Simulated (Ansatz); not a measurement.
# Ir12CO: the cost of one run

Program: Ansatz 0.2.0. Level of theory: DFT PBE+D3(BJ), scalar-relativistic, plane waves, PAW. These are calculated values, not measurements.

3 further runs of the same task are left out: 1 that didn't finish, 2 set aside as unsound or not needed.

**1. The structure to begin with**

It takes space group Fm-3m (No. 225, cubic). Conventional cell: a = 3.840 Å, b = 3.840 Å, c = 3.840 Å, α = 90.00°, β = 90.00°, γ = 90.00°. Ir (site symmetry m-3m) is surrounded by 12 Ir at 2.72 Å.

As a file:

```
CELL_PARAMETERS angstrom
0.00000 1.92011 1.92011
1.92011 0.00000 1.92011
1.92011 1.92011 0.00000
ATOMIC_POSITIONS crystal
Ir 0.00000 0.00000 0.00000
```

It is the result of an earlier relaxation at this level (volume 14.16 Å³/atom; gap on the mesh: none (metal)).

**2. Setting up the map**

Atoms count from 1 in the order of the input.

CO (O end down) is moved over the surface cell at a fixed height above a rigid substrate; the origin of the map has the adsorbate above Ir9; the height is held at 3.30 Å.

The axes are (1) position of O13 along the first surface vector, from above Ir9: 6 values from 0.000 to 0.833, periodic; (2) position of O13 along the second surface vector, from above Ir9: 6 values from 0.000 to 0.833, periodic.

Nothing else is relaxed. Points are written as (first, second).

The two vectors of the plane (Å): (2.716, 0.000, 0.000); (-1.358, 2.352, 0.000).

**3. Point (0/6, 0/6) of the map's two axes**

A dipole layer in the vacuum cancels the field that periodic copies would set up if the slab's two faces differ.

Input file input.yaml:

```yaml
crystal:
  lattice:
    - [5.4309029927, 0.0, 0.0]
    - [-2.7154514963, 4.7032999572, 0.0]
    - [0.0, 0.0, 23.3903533333]
  atoms:
    - { symbol: Ir, position: [0.3333333333, 0.1666666667, 0.1710106702] }
    - { symbol: Ir, position: [0.3333333333, 0.6666666667, 0.1710106702] }
    - { symbol: Ir, position: [0.8333333333, 0.1666666667, 0.1710106702] }
    - { symbol: Ir, position: [0.8333333333, 0.6666666667, 0.1710106702] }
    - { symbol: Ir, position: [0.1666666667, 0.3333333333, 0.2637950696] }
    - { symbol: Ir, position: [0.1666666667, 0.8333333333, 0.2637950696] }
    - { symbol: Ir, position: [0.6666666667, 0.3333333333, 0.2637950696] }
    - { symbol: Ir, position: [0.6666666667, 0.8333333333, 0.2637950696] }
    - { symbol: Ir, position: [0.0, 0.0, 0.3565723533] }
    - { symbol: Ir, position: [0.0, 0.5, 0.3565723533] }
    - { symbol: Ir, position: [0.5, 0.0, 0.3565723533] }
    - { symbol: Ir, position: [0.5, 0.5, 0.3565723533] }
    - { symbol: O, position: [0.0, 0.0, 0.4976561563] }
    - { symbol: C, position: [0.0, 0.0, 0.5468217239] }
basis:
  ecutwfc: 420
kpoints:
  mp_grid: { grid: [6, 6, 1] }
hamiltonian:
  xc: pbe
  pseudopotentials: { kind: paw, azcp: { folder: soft_1 } }
  dispersion: d3bj
scf:
  occupations: { method: gaussian, width: 0.1 }
output:
  forces: true
  eigenvalues: true
efield:
  axis: 3
  dipole_correction: true
  ramp_width: 0.04
```

On the command line:

```
$ ansatz run input.yaml --threads 4 --pin off --max-ram 12288MiB --backend cpu --events-out ev --progress --plain --runs-dir out
```

**Question.** How long does this run take on 4 threads of Arm Neoverse V2, shared host, and how much memory does it need?

About 13 s, with a peak of 1.7 GiB.
